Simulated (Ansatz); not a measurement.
# AlN: relaxation of cell and atoms with m-r2SCAN

AlN:

```
Al N
1.0
     0.00000    2.18399    2.18399
     2.18399    0.00000    2.18399
     2.18399    2.18399    0.00000
Al N
1 1
Direct
  0.00000 0.00000 0.00000
  0.25000 0.25000 0.25000
```

Measurements of this composition are mostly on another form, of space group No. 186.

```yaml
Program: Ansatz 0.2.0
Task: relaxation of cell and atoms
Functional: m-r2SCAN
Potentials_or_basis: Ansatz PAW
Cutoff: "500 eV (not typed: the program's choice for these potentials)"
k_mesh: 10 × 10 × 10
Occupations: fermi-dirac, width 0.05 eV
Spin: no spin polarisation
```

The relaxed volume is 10.43 Å³/atom. The relaxed cell is a = 3.090 Å, b = 3.090 Å, c = 3.090 Å, α = 60.00°, β = 60.00°, γ = 60.00° and the space group after relaxing (to 0.05 Å) is F-43m (No. 216). The energy gained by relaxing is 0.0 meV/atom. The ionic steps are 4. The pressure after relaxing is 0.0 GPa. The band gap on the k mesh is 3.94 eV.

Final structure:
```yaml
crystal:
  lattice:
    - [0.00000, 2.18490, 2.18490]
    - [2.18490, 0.00000, 2.18490]
    - [2.18490, 2.18490, 0.00000]
  atoms:
    - { symbol: Al, position: [0.00000, 0.00000, 0.00000] }
    - { symbol: N, position: [0.25000, 0.25000, 0.25000] }
```

Wall time 2.9 s on 2 threads of Arm Neoverse V2, with other jobs on the host, peak memory 0.34 GiB.

Caveat: the plane-wave basis is chosen anew once the cell has moved, so the energies of steps on either side of that aren't comparable; the PAW data sets come from PBE, with cores solved anew for the run's functional, which leaves a small shift of forces and pressure. A k mesh can miss the band edges.
